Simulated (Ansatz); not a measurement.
# SrTiO₃: Quadrupolar parameters

The cell is a structure deposited in the COD, ions relaxed with PBE at fixed cell.

Space group I4/mcm (No. 140); a = 5.5110, c = 7.7960 Å.

| site | Wyckoff | site symmetry | x | y | z |
| --- | --- | --- | --- | --- | --- |
| Sr | 4b | -42m | 0.0000 | 0.5000 | 0.2500 |
| Ti | 4c | 4/m.. | 0.0000 | 0.0000 | 0.0000 |
| O5 | 4a | 422 | 0.0000 | 0.0000 | 0.2500 |
| O7 | 8h | m.2m | 0.2283 | 0.7283 | 0.0000 |

One atom of each set is listed; the run and its k-mesh use a cell of 10 atoms with edges of 5.51, 5.51, 5.51 Å.

Level of theory: DFT, PBEsol, plane waves and PAW, scalar-relativistic, 420 eV cutoff, Γ-centred 8×8×8 k-points, Fermi–Dirac smearing 0.02 eV (Ansatz 0.2.0).

C_Q = eQV_zz/h, which is 24.18 MHz for Q = 1 b and V_zz = 10²¹ V/m²; η = (V_xx − V_yy)/V_zz.

Sr-87: I = 9/2, Q = 305.0 mb; ⁴⁹Ti: I = 7/2, Q = 247.0 mb; ¹⁷O: I = 5/2, Q = -25.58 mb. Nuclear quadrupole moments: year-2017 set (Pyykkö).

| site | atoms | first shell | V_zz (10²¹ V/m²) | η | C_Q (MHz) |
| --- | --- | --- | --- | --- | --- |
| Sr | 2 | 12 O at 2.64–2.88 Å | -1.42 | 0.00 | -10.4 |
| Ti | 2 | 6 O at 1.95–1.96 Å | -0.31 | 0.00 | -1.85 |
| O5 | 2 | 2 Ti at 1.95 Å, angle 180°; also 4 Sr at 2.76 Å | 1.01 | 0.00 | -0.624 |
| O7 | 4 | 2 Ti at 1.96 Å, angle 170°; also 4 Sr at 2.64–2.88 Å | 1.25 | 0.04 | -0.770 |

An axis of threefold or higher order runs through Sr, Ti and O5, so V_zz lies along it and η is zero. At O7 V_zz points along the line of its two bonds (within 1°).

Without spin–orbit coupling (the program notes it for Sr) the gradients are little affected as a rule: paired runs on crystals with a gap mostly move them by under 2 % at such atoms.

Hardware: 4 threads of AMD EPYC 9R45 (Zen 5) (x86_64; 16 cores open to the job, memory cap 8.0 GiB, no GPU), a shared host with a load of 0.4 a core. Wall time 2.9 s, CPU time 9.9 s, peak memory 0.74 GiB.
